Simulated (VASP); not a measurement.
Runs of VASP 6.6.1 on TlCl. All rows change the cell; the cell of one of them follows. Symmetry: Cmmm, No. 65, orthorhombic system. Conventional cell: a = 5.412 Å, b = 5.446 Å, c = 3.839 Å, α = 90.00°, β = 90.00°, γ = 90.00°. Around Tl (site symmetry mmm) lie 8 Cl at 3.32 to 3.33 Å. Around Cl (site symmetry mmm) lie 8 Tl at 3.32 to 3.33 Å. The cell was built by a generator and needn't be a form met in nature.

```tsv
level	cell	smearing	gap on the mesh (eV)	pressure (GPa)
r2SCAN	shear_xy strain -0.6%	gaussian 0.01 eV	(b)	-0.1
r2SCAN	uniaxial_z strain -1.7%	gaussian 0.01 eV	2.39	0.4
PBE	biaxial_xy strain +2.5%	fermi-dirac 0.02 eV	(a)	-0.1
PBE	shear_xy strain -0.6%	fermi-dirac 0.02 eV	2.09	1.1
```

Alike in all rows: task single point; potentials or basis VASP PAW PBE potentials, release 64 (Tl_d, Cl); no spin polarisation; k mesh 6 × 6 × 6; cutoff (eV) 520.

Problem. Fill in the values left out.

Solution. (a) 2.10; (b) 2.52.

Caveats: spin-orbit coupling is left out, which as a rule narrows the gap of such compounds by several tenths of an eV; the PAW data sets were made with another functional, which shifts forces and pressure a little (some runs).

A k mesh can miss the band edges, and the runs leave out spin-orbit coupling on Tl.
